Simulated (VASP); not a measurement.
Crystal: Cs2AgBiBr6.

```
CELL_PARAMETERS angstrom
0.00000 5.61610 5.61610
5.61610 0.00000 5.61610
5.61610 5.61610 0.00000
ATOMIC_POSITIONS crystal
Bi 0.00000 0.00000 0.00000
Cs 0.75000 0.75000 0.75000
Cs 0.25000 0.25000 0.25000
Ag 0.50000 0.50000 0.50000
Br 0.74945 0.74945 0.25055
Br 0.25055 0.25055 0.74945
Br 0.74945 0.25055 0.25055
Br 0.74945 0.25055 0.74945
Br 0.25055 0.74945 0.74945
Br 0.25055 0.74945 0.25055
```

* Program: VASP 6.6.1
* Task: relaxation of cell and atoms
* Functional: PBEsol
* Dispersion: D4
* Potentials or basis: VASP PAW PBE potentials, release 64 (Bi_d, Cs_sv, Ag, Br)
* Cutoff: 600 eV
* k mesh: 3 × 3 × 3
* Occupations: fermi-dirac, width 0.05 eV
* Spin: no spin polarisation

At the start: pressure -0.6 GPa; volume 35.43 Å³/atom.

Question: Where does the relaxation end?

Answer: Over 4 steps the energy falls by 6.7 meV/atom and the volume is 34.18 Å³/atom (-3.5 %); space group Fm-3m (No. 225, to 0.05 Å).

Step by step:
| step | energy change (eV) | largest force (eV/Å) | pressure (GPa) | volume (Å³) |
| --- | --- | --- | --- | --- |
| 1 | 0.0000 | 0.3066 | -0.61 | 354.27 |
| 2 | -0.0421 | 0.2385 | -0.21 | 347.36 |
| 3 | -0.0587 | 0.1447 | 0.33 | 339.76 |
| 4 | -0.0666 | 0.0032 | 0.04 | 341.85 |

Final structure:
```yaml
crystal:
  lattice:
    - [0.00000, 5.54969, 5.54969]
    - [5.54969, 0.00000, 5.54969]
    - [5.54969, 5.54969, 0.00000]
  atoms:
    - { symbol: Bi, position: [0.00000, 0.00000, 0.00000] }
    - { symbol: Cs, position: [0.75000, 0.75000, 0.75000] }
    - { symbol: Cs, position: [0.25000, 0.25000, 0.25000] }
    - { symbol: Ag, position: [0.50000, 0.50000, 0.50000] }
    - { symbol: Br, position: [0.74547, 0.74547, 0.25453] }
    - { symbol: Br, position: [0.25453, 0.25453, 0.74547] }
    - { symbol: Br, position: [0.74547, 0.25453, 0.25453] }
    - { symbol: Br, position: [0.74547, 0.25453, 0.74547] }
    - { symbol: Br, position: [0.25453, 0.74547, 0.74547] }
    - { symbol: Br, position: [0.25453, 0.74547, 0.25453] }
```

Caveat: the PAW data sets were made with another functional, which shifts forces and pressure a little.
